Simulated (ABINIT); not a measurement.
The system is P.

```
CELL_PARAMETERS angstrom
1.72573 0.99635 3.12968
-1.72573 0.99635 3.12968
0.00000 -1.99270 3.12968
ATOMIC_POSITIONS crystal
P 0.77292 0.77292 0.77292
P 0.22708 0.22708 0.22708
```

This isn't the form of P at room conditions, which is orthorhombic.

Base run:

| Item | Value |
| --- | --- |
| Program | ABINIT 10.8.3 (patched build) |
| Functional | PBEsol |
| Potentials or basis | PseudoDojo NC SR PBEsol v0.4.1 standard |
| Cutoff | 490 eV |
| k mesh | 7 × 7 × 7 |
| Occupations | fermi-dirac, width 0.05 eV |
| Spin | no spin polarisation |

Its results: band gap on the k mesh none (metal or under the smearing width); pressure -2.0 GPa; largest force 0.234 eV/Å.

Q: The run is repeated on the same cell with these changes: functional from PBEsol to LDA; potentials or basis from PseudoDojo NC SR PBEsol v0.4.1 standard to PseudoDojo NC SR LDA v0.4.1 standard. What comes out?

A: Band gap on the k mesh none (metal or under the smearing width); pressure -3.4 GPa; largest force 0.132 eV/Å.

Caveats: the cutoff is short for stress, so the pressure is rough (some runs).
